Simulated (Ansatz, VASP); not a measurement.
## Ga3Se: VASP and Ansatz over several settings

```
Se Ga
1.0
     4.51940    0.00000    0.00000
     0.00000    4.51940    0.00000
     0.00000    0.00000    4.51940
Se Ga
1 3
Direct
  0.00000 0.00000 0.00000
  0.50000 0.50000 0.00000
  0.50000 0.00000 0.50000
  0.00000 0.50000 0.50000
```

The cell comes from a database or a generator and needn't be the stable form of this composition.

Single points on this cell with VASP 6.6.1 and Ansatz 0.2.0. Each row is one pair of runs. Alike in all rows: spin: off; k mesh: 6 × 6 × 6; smearing: fermi-dirac, width 0.05 eV.

```csv
level,"VASP's potentials, cutoff","Ansatz's potentials, cutoff","gap on the k mesh at the Fermi level (eV), VASP","gap on the k mesh at the Fermi level (eV), Ansatz","pressure (GPa), VASP","pressure (GPa), Ansatz"
PBEsol,"VASP PAW PBE potentials, release 64 (Se, Ga_d), 520 eV","Ansatz PAW, 420 eV",none,none,-5.2,-5.2
LDA,"VASP PAW LDA potentials, release 64 (Se, Ga_d), 520 eV","Ansatz PAW, 420 eV",none,none,-6.4,-6.4
r2SCAN,"VASP PAW PBE potentials, release 64 (Se, Ga_d), 520 eV","Ansatz PAW, 500 eV",none,none,-3.3,-3.4
```

Pressure (GPa): the two programs differ by at most 0.03.

A gap of «none» marks a metal or a gap that the smearing closes.

Caveats: the PAW data sets were made with another functional, which shifts forces and pressure a little (VASP); the PAW data sets come from PBE, with cores solved anew for the run's functional, which leaves a small shift of forces and pressure (Ansatz).
